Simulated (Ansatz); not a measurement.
## C (Fd-3m), generalised stacking fault

These are results of DFT PBE, scalar-relativistic, plane waves, PAW in Ansatz, not measurements. Settings: plane waves to 420 eV, k-mesh 10×10×2 (Γ-centred), Gaussian smearing 0.05 eV. No spin polarisation. Energies are free energies at this smearing, counted from the undisturbed cell; pressure is positive in compression.

The undisturbed cell (as given, not relaxed at this level; it stands at 1.7 GPa):

```
C
1.0
     1.78340   -1.78340    0.00000
     1.78340    0.00000   -1.78340
     7.13360    7.13360    7.13360
C
12
Direct
  0.66667 0.66667 0.27087
  0.00000 0.00000 0.10420
  0.33333 0.33333 0.43753
  0.66667 0.66667 0.77087
  0.00000 0.00000 0.60420
  0.33333 0.33333 0.93753
  0.66667 0.66667 0.39587
  0.00000 0.00000 0.22920
  0.33333 0.33333 0.56253
  0.66667 0.66667 0.89587
  0.00000 0.00000 0.72920
  0.33333 0.33333 0.06253
```

The cut lies on the cell's a–b face, a (1 1 1) plane (indices in the standard cell, whose axes needn't be the Cartesian ones shown) of area 5.51 Å², between layers 1.54 Å apart. Vector c is tilted by f times 1·a + 0·b (length 2.522 Å) with the atoms' Cartesian places fixed: one unrelaxed fault a cell.

```tsv
f	γ (mJ/m²)
0.0000	0
0.1000	758
0.2000	2974
0.3000	6361
0.4000	10042
0.5000	11643
```

Problem. Predict the gap on the mesh (eV) at each point.

Solution.
```
     f gap on the mesh (eV)
0.0000                  4.18
0.1000                  3.65
0.2000                  2.64
0.3000                  1.03
0.4000                  0.00
0.5000                  0.00
```
Where the gap reads zero the k-mesh, chosen for the insulator, is on the coarse side.